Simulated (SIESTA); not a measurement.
KCl (Sylvite):

```
K Cl
1.0
     0.00000    3.14647    3.14647
     3.14647    0.00000    3.14647
     3.14647    3.14647    0.00000
K Cl
1 1
Direct
  0.00000 0.00000 0.00000
  0.50000 0.50000 0.50000
```

Base run:

| Quantity | Value |
| --- | --- |
| Program | SIESTA 5.4.2 |
| Functional | PBE |
| Potentials or basis | PseudoDojo 0.4 standard (PBE files) |
| Basis | DZP (energy shift 0.003 Ry; two zetas on semicore shells; d shell added on K) |
| Grid cutoff | 800 Ry |
| Energy shift | 0.003 Ry |
| k mesh | 7 × 7 × 7 |
| Occupations | fermi-dirac, width 0.05 eV |
| Spin | no spin polarisation |

Its results: band gap on the k mesh 5.23 eV, direct; pressure 0.7 GPa.

Q: After a change of settings the same cell gave: band gap on the k mesh 5.23 eV, direct; pressure 1.6 GPa. Which change was it?
A. functional from PBE to vdW-DF-cx
B. functional from PBE to BLYP
C. functional from PBE to PBEsol; potentials or basis from PseudoDojo 0.4 standard (PBE files) to PseudoDojo 0.4 standard (PBEsol files)
D. functional from PBE to AM05; potentials or basis from PseudoDojo 0.4 standard (PBE files) to PseudoDojo 0.4 standard (PBEsol files)

A: B.

BLYP binds less tightly than PBE, so the same cell stands under more pressure.

Caveats: the basis of atomic orbitals isn't converged, which shifts pressures, moduli and gaps; the basis holds too few empty states to meet the f-sum rule, so the spectrum is short of weight at high energy (some runs); an odd mesh through Γ misses points on the zone boundary, where band edges often lie (some runs); the potentials were made for another functional, which shifts forces and pressure (some runs).

Not every run made on this cell is shown here.
